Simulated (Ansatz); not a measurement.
System: Sb (honeycomb prototype, strained and with displaced atoms), 2 atoms in the cell.

All numbers below come from PBE, all-electron LAPW, point nucleus (Ansatz).

k-mesh 2×2×1 shifted by (0.5, 0.5, 0) steps; Fermi–Dirac smearing of 0.15 eV; no spin polarisation; no spin–orbit coupling.

```xyz
2
Lattice="5.2138 0.0548 0.0189 -2.5595 4.5834 -0.1405 0.0258 -0.2060 7.2690" Properties=species:S:1:pos:R:3:forces:R:3 pbc="T T T" pressure_GPa=-1.18
Sb   -0.5361    3.6033    4.2393   -0.6895    0.3507    0.0125
Sb   -0.5031    6.6535    4.1806    0.6895   -0.3507   -0.0125
```

Forces are in eV/Å.

* Largest force: 0.774 eV/Å on Sb1 and Sb2

The cell holds vacuum, so pressure and stress are averages over it and scale with its width. The k-mesh is coarse, so these values belong to this mesh and can lie far from the converged ones. The elements were drawn onto a prototype; most such cells aren't known phases.
